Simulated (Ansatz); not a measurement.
GaCuSe2:

```xyz
8
Lattice="-2.8096 2.8096 5.5130 2.8096 -2.8096 5.5130 2.8096 2.8096 -5.5130" Properties=species:S:1:pos:R:3 pbc="T T T"
Se    1.4048   -1.4013    4.1348
Se    1.4013    1.4048    6.8913
Se    1.4048    4.2108   -1.3783
Se    1.4083    1.4048    1.3783
Ga    2.8096    0.0000    2.7565
Ga    0.0000    0.0000    5.5130
Cu    0.0000    2.8096    2.7565
Cu    0.0000    0.0000    0.0000
```

Base run:

```yaml
Program: Ansatz 0.2.0
Functional: r2SCAN
Potentials_or_basis: Ansatz PAW
Cutoff: "500 eV (not typed: the program's choice for these potentials)"
k_mesh: 7 × 7 × 7
Occupations: fermi-dirac, width 0.05 eV
Spin: no spin polarisation
```

Its results: band gap on the k mesh 0.63 eV, direct; pressure 0.3 GPa; largest force 0.227 eV/Å.

Problem. After a change of settings the same cell gave: band gap on the k mesh 0.31 eV, direct; pressure 4.5 GPa; largest force 0.367 eV/Å. Which change was it?
A. functional from r2SCAN to revPBE; cutoff from 500 eV (not typed: the program's choice for these potentials) to 420 eV (not typed: the program's choice for these potentials)
B. functional from r2SCAN to LDA; cutoff from 500 eV (not typed: the program's choice for these potentials) to 420 eV (not typed: the program's choice for these potentials)
C. functional from r2SCAN to PBEsol; cutoff from 500 eV (not typed: the program's choice for these potentials) to 420 eV (not typed: the program's choice for these potentials)
D. functional from r2SCAN to BLYP; cutoff from 500 eV (not typed: the program's choice for these potentials) to 420 eV (not typed: the program's choice for these potentials)

Solution. A.

r2SCAN gives the wider gap, since meta-GGAs in the generalised Kohn-Sham scheme recover part of the derivative discontinuity.

Caveats: the PAW data sets come from PBE, with cores solved anew for the run's functional, which leaves a small shift of forces and pressure.

Runs at the PBE level aren't shown here.
